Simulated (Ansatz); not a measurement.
Runs of Ansatz 0.2.0 on HfC. It takes space group Fm-3m (No. 225, cubic). The conventional cell has a = 4.650 Å, b = 4.650 Å, c = 4.650 Å, α = 90.00°, β = 90.00°, γ = 90.00°. Hf (site symmetry m-3m) has 6 C at 2.33 Å as nearest neighbours. C (site symmetry m-3m) has 6 Hf at 2.33 Å as nearest neighbours. 

```csv
level,cutoff (eV),gap on the mesh (eV),pressure (GPa)
PBEsol,420,none,(a)
revPBE,420,none,3.3
LDA,420,none,-11.8
RPBE,420,none,4.4
HSE06,420,none,-1.3
BLYP,420,none,7.5
PBE0,420,none,(b)
r2SCAN,500,none,-1.4
```

Alike in all rows: task projected density of states; potentials or basis Ansatz PAW; no spin polarisation; cell as given; k mesh 6 × 6 × 6; smearing fermi-dirac 0.05 eV; the mesh is coarse, so values aren't converged.

Problem. Fill in the values left out.

Solution. (a) -6.4; (b) -1.7.

Caveats: all runs use coarse meshes; the PAW data sets come from PBE, with cores solved anew for the run's functional, which leaves a small shift of forces and pressure; the thresholds are loose for stress (some runs).

A k mesh can miss the band edges, and the runs leave out spin-orbit coupling on Hf.

A gap of «none» marks a metal or a gap under the smearing width.

Runs at the PBE level aren't shown here.
